Energies in a 4d metal come in steps of roughly ten. Semicore levels lie tens of eV down and the d bands spread over several eV. Distortion and spin-orbit coupling shift the valence levels by tenths of an eV, and the occupations are smeared over a few hundredths. A level is worth interpreting only on the scale to which it belongs.

The table lists levels of ruthenium at seven separate points of reciprocal space, given by their coordinates a, b and c. "Level under 1" is the nearest level below the Fermi energy, "level over 1" the nearest above, and the higher numbers lie further away.

Kohn-Sham levels of ruthenium, counted from the Fermi energy, in a one-atom cell strained at random at fixed volume. Calculated with exciting sodium (the version name) using PBE and all-electron LAPW+lo, without spin polarisation or spin-orbit coupling in the listed levels, on a 12×12×12 k mesh with Fermi-Dirac smearing of 0.05 eV.

```
point a (reciprocal cell vector)  point b (reciprocal cell vector)  point c (reciprocal cell vector)  level point (row)  level under 4 (eV)  level under 3 (eV)  level under 2 (eV)  level under 1 (eV)  level over 1 (eV)  level over 2 (eV)
                          0.0000                            0.0000                            0.0000                  1               -2.39               -2.24              -0.235              -0.008             14.928             19.691
                          0.0000                            0.7500                            0.2500                  2               -3.45               -2.98              -1.287              -0.297              4.212             13.686
                          0.3333                            0.5000                            0.5000                  3               -5.07               -3.23              -1.915              -1.698              1.534              4.148
                          0.3333                            0.0833                            0.8333                  4               -4.29               -3.22              -3.085              -1.233              0.218              4.350
                          0.2500                            0.1667                            0.9167                  5               -4.12               -2.02              -0.806              -0.363              1.154             16.544
                          0.3333                            0.4167                            0.9167                  6              -42.74               -5.62              -5.241              -0.217              1.170              1.634
                          0.5000                            0.4167                            0.9167                  7              -42.85              -42.77              -5.844              -5.396              0.468              1.161
```

**1. Why do values near -43 eV turn up at points 6 and 7 only?**

The columns count outwards from the Fermi energy and do not follow a band. Where fewer than four valence levels lie below it, the count runs on into the 4p semicore shell. At point 7 that means a drop of 37 eV from the lowest valence level to the next entry. Before joining levels of different points into a band, one should therefore count them from the semicore shell upwards.

**2. Do these levels show a metal?**

At these seven points no level lies between -0.008 and 0.218 eV, which looks like a small gap. The count of filled levels shows otherwise. In an insulator every point has the same number of valence levels below the Fermi energy; here there are three at point 6, two at point 7 and at least four at the others.

The third valence level rises from -0.217 eV at point 6 to 0.468 eV at point 7. Bands are continuous, so this one must cross the Fermi energy on the way. A changing count is a safer sign of a metal than the distance between levels at a few points.

**3. Why does point 7 keep only two valence levels below?**

The cell is a slightly distorted face-centred cubic one, and point 7 lies close to the zone-boundary point X. At X the wave changes sign from one square atomic layer to the next. Each atom then has four neighbours in phase, within its layer, and eight out of phase, in the layers above and below.

A d orbital has the same sign on opposite sides of the atom. Lobes that point at in-phase neighbours therefore bond, and lobes that point at out-of-phase neighbours antibond. One d orbital has all four lobes pointing at in-phase neighbours and should lie deep; two have theirs pointing at out-of-phase neighbours and should lie high. For the other two, sideways overlap matters as well, and it is expected to lower one and raise the other. The 5s orbital has more neighbours out of phase than in phase, so it too should lie high. The table fits this: two levels below -5 eV, then nothing until 0.468 eV. The orbital characters are inferred from this argument, not read from the calculation.

**4. Is the separation of 15 eV at point 1 a band gap?**

No, because other points have levels inside that range, several of them between 1 and 5 eV. Point 1 is Γ, the opposite limit to X: the wave is the same in every cell. Six bands come from the 5s and 4d orbitals, and the expected order of levels puts all six below the Fermi energy here.

The next state needs additional nodes between the atoms. At Γ it must complete whole oscillations from one cell to the next, which means a short wavelength and a high kinetic energy. The low empty levels at points 6 and 7 are not this state brought down. Counted from the semicore shell, they are the third to fifth valence levels, whose bands lie below the Fermi energy at Γ and have risen above it. A large separation at one point is thus a property of that point, not of the solid.

**5. Why do the levels at Γ form two close groups?**

In an ideal face-centred cubic crystal the five d levels at Γ form a threefold and a twofold set. With all atoms in phase, the threefold set, whose lobes point at the nearest neighbours, bonds better and lies lower. The table shows two of its members near -2.3 eV; the third is deeper than the four levels listed. The twofold set lies about 2 eV higher, just below the Fermi energy.

The upper pair is split by 0.23 eV. Cubic symmetry would forbid this, but the cell was strained at random and has lost that symmetry. The splitting thus measures the distortion of this cell and is no constant of ruthenium, whose stable form is hexagonal.

**6. What would spin-orbit coupling change?**

It is left out for the valence and semicore levels. For the 4d electrons of ruthenium it is roughly 0.1 eV, the same order as the splittings caused by strain. In a cubic crystal it would split the threefold set at Γ but leave the twofold one together, so a split upper pair points to strain.

Deeper shells feel it far more, because their electrons move fast near the nucleus. The core levels of the same calculation do include it, and there the 3d shell splits by 4.3 eV. The 4p shell should split by several eV too, so the values near -43 eV should not be compared with a measured spectrum to better than that. Even with the splitting included, Kohn-Sham levels are only approximate energies for removing an electron.

**7. Is the level at -0.008 eV occupied?**

About half. The filling follows the Fermi function $f = 1/(1+e^{E/w})$, where $E$ is the level counted from the Fermi energy and $w = 0.05$ eV is the smearing width. For $E = -0.008$ eV this gives 54 %. Every other level in the table is within about 1 % of full or empty.

Even the sign of this level is delicate. Let the levels stay fixed while electrons are removed, so that the Fermi energy sinks by $\delta E$. The number removed is the density of states $D$ times that shift. The calculation gives $D = 0.66$ states per eV and cell, both spins counted, so

$$\delta N = D\,\delta E = 0.66 \times 0.008 \approx 0.005 \text{ electrons per cell.}$$

One filled band state at one point of the full mesh contributes $2/12^3 \approx 0.0012$ electrons. A change in the sampling worth four or five such states would thus bring the Fermi energy down to the level. The estimate takes $D$ as constant, which is reasonable over a shift much smaller than the smearing width but not over several tenths of an eV.

For this face-centred cubic structure and this functional, the groups of valence levels and their distances of several eV can therefore be used as they stand. Splittings of tenths of an eV need an unstrained cell and spin-orbit coupling before they are used, and the levels of real ruthenium need its hexagonal structure. Whether the level at -0.008 eV lies above or below the Fermi energy, which decides the shape of the Fermi surface near Γ, also needs a denser mesh and a narrower smearing.
